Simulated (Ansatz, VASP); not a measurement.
**Au in VASP and in Ansatz**

```xyz
1
Lattice="-1.6211 1.6211 1.6211 1.6211 -1.6211 1.6211 1.6211 1.6211 -1.6211" Properties=species:S:1:pos:R:3 pbc="T T T"
Au    0.0000    0.0000    0.0000
```

Alike in both runs: functional PBEsol; k mesh 18 × 18 × 18; occupations gaussian, width 0.1 eV; no spin polarisation.

Ansatz relaxed the structure, and its values are those at the end. VASP's run is a single point on that final structure, the one shown.

|  | VASP | Ansatz |
| --- | --- | --- |
| version | VASP 6.6.1 | Ansatz 0.2.0 |
| potentials or method | VASP PAW PBE potentials, release 64 (Au) | scalar-relativistic, plane waves, PAW |
| plane-wave cutoff (eV) | 520 | 420 |
| valence electrons in the cell | 11 | 19 |

|  | VASP | Ansatz | Ansatz less VASP |
| --- | --- | --- | --- |
| gap on the k mesh at the Fermi level (eV) | none | none | - |
| pressure (GPa) | -0.2 | 0.0 | +0.24 |

A gap of «none» marks a metal or a gap that the smearing closes. With one functional, cell and mesh, what is left measures potentials, basis and numerics. The two sets of potentials don't hold the same shells in valence.

Caveats: the PAW data sets were made with another functional, which shifts forces and pressure a little (VASP). Spin-orbit coupling is left out, which matters for the levels of Au.
